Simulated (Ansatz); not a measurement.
# Relaxing Si3S2

The calculation used DFT PBE, scalar-relativistic, plane waves, PAW (Ansatz 0.2.0). Cutoff 420 eV, Γ-centred k mesh, Gaussian smearing, no spin polarisation in the final step.

Si3S2 was placed on the anti-A-type sesquioxide structure type (P-3m1, No. 164), with S in place of La, Si in place of O, at a guessed volume.

```yaml
crystal:
  lattice:
    - [3.97824, 0.00000, 0.00000]
    - [-1.98912, 3.44526, 0.00000]
    - [0.00000, 0.00000, 6.18950]
  atoms:
    - { symbol: Si, position: [0.00000, 0.00000, 0.00000] }
    - { symbol: Si, position: [0.33333, 0.66667, 0.64500] }
    - { symbol: Si, position: [0.66667, 0.33333, 0.35500] }
    - { symbol: S, position: [0.33333, 0.66667, 0.24500] }
    - { symbol: S, position: [0.66667, 0.33333, 0.75500] }
```

Cell and atoms relax at zero pressure; the relaxation can't lower the symmetry of the start. After a coarse first stage the cell is made exact in the group found at 0.06 Å.

Formation energies are uncorrected and refer to the elements' standard structures at the same level.

Task: Describe the relaxed structure.

Result: It keeps P-3m1 (No. 164), but not the shape of the type it started on. Conventional cell: a = 4.250 Å, c = 5.494 Å. Si on Wyckoff site a (1 atom of the primitive cell) has 6 Si at 2.75 Å and 6 S at 3.13 Å; around Si on Wyckoff site d (2 atoms of the primitive cell) lie 1 S at 2.30 Å, 3 S at 2.55 Å and 3 Si at 2.75 Å; S has 1 Si at 2.30 Å and 3 Si at 2.55 Å.

```xyz
5
Lattice="4.2498 0.0000 0.0000 -2.1249 3.6805 0.0000 0.0000 0.0000 5.4943" Properties=species:S:1:pos:R:3 pbc="T T T"
Si    0.0000    0.0000    0.0000
Si    0.0000    2.4536    4.2494
Si    2.1249    1.2268    1.2449
S     0.0000    2.4536    1.9501
S     2.1249    1.2268    3.5442
```

Task: What are its volume, energy, density and gap?

Result: The volume per atom is 17.19 Å³, the density is 2.87 g/cm³ and the energy over the elements is 0.41 eV/atom. The gap on the 9×9×8 mesh is 0 eV (a metal).

The final run used a 9×9×8 mesh on its 5-atom cell and 0.10 eV smearing. For metals, differences of a few meV/atom aren't resolved. A later test with randomly moved atoms lowered the energy by 450 meV/atom on a coarse mesh, so it isn't stable against such moves and is likely a saddle point held by symmetry. The steps took of the order of 2.1 core-minutes in all.